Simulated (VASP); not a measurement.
Crystal: Nb.

```
Nb
1.0
     2.88444    0.00000    0.00000
    -1.44222    2.49799    0.00000
     0.00000    0.00000   10.55826
Nb
4
Direct
  0.00000 0.00000 0.00000
  0.00000 0.00000 0.50000
  0.33333 0.66667 0.25000
  0.66667 0.33333 0.75000
```

This isn't the form of Nb at room conditions, which is bcc.

Base run:

* Program: VASP 6.6.1
* Functional: RPBE
* Potentials or basis: VASP PAW PBE potentials, release 64 (Nb_sv)
* Cutoff: 520 eV
* k mesh: 14 × 14 × 4
* Occupations: fermi-dirac, width 0.1 eV
* Spin: no spin polarisation

Its results: band gap on the k mesh none (metal or under the smearing width); pressure 0.2 GPa.

The run is repeated on the same cell with these changes: k mesh from 14 × 14 × 4 to 17 × 17 × 4; further incar settings from ALGO = Fast; EDIFF = 1e-07; NBANDS = 34 to ALGO = Fast; EDIFF = 1e-06; NBANDS = 34. What comes out?

Band gap on the k mesh none (metal or under the smearing width); pressure -0.3 GPa.

Caveats: the PAW data sets were made with another functional, which shifts forces and pressure a little.
